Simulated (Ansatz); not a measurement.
## Si: changing the strain (εxx = s)

```
Si
1.0
     0.00000    2.72185    2.72185
     2.72185    0.00000    2.72185
     2.72185    2.72185    0.00000
Si
2
Direct
  0.50000 0.50000 0.50000
  0.75000 0.75000 0.75000
```

Kept alike: task relaxation of the atoms; functional PBE; k mesh 8 × 8 × 8; occupations fermi-dirac, width 0.05 eV; no spin polarisation. Program: Ansatz, Ansatz PAW, cutoff 420 eV. The mesh is that of the run's cell of 2 atoms. No spin-orbit coupling.

| s | band gap (eV) | free energy over the lowest row (meV/atom) |
| --- | --- | --- |
| -0.01 | 0.501 | 3.39 |
| 0 | 0.625 | 0.70 |
| 0.01 | 0.588 | 0.00 |
| 0.02 | 0.552 | 1.27 |

The cell shown is the unstrained one; x, y and z are its Cartesian axes. A gap read on the mesh alone can miss an edge between its points.

Question: What does the strain (εxx = s) change here?

Answer: The band gap runs from 0.501 (-0.01) to 0.625 eV (0). The free energy is lowest at 0.01, and 3.39 meV an atom higher at -0.01.
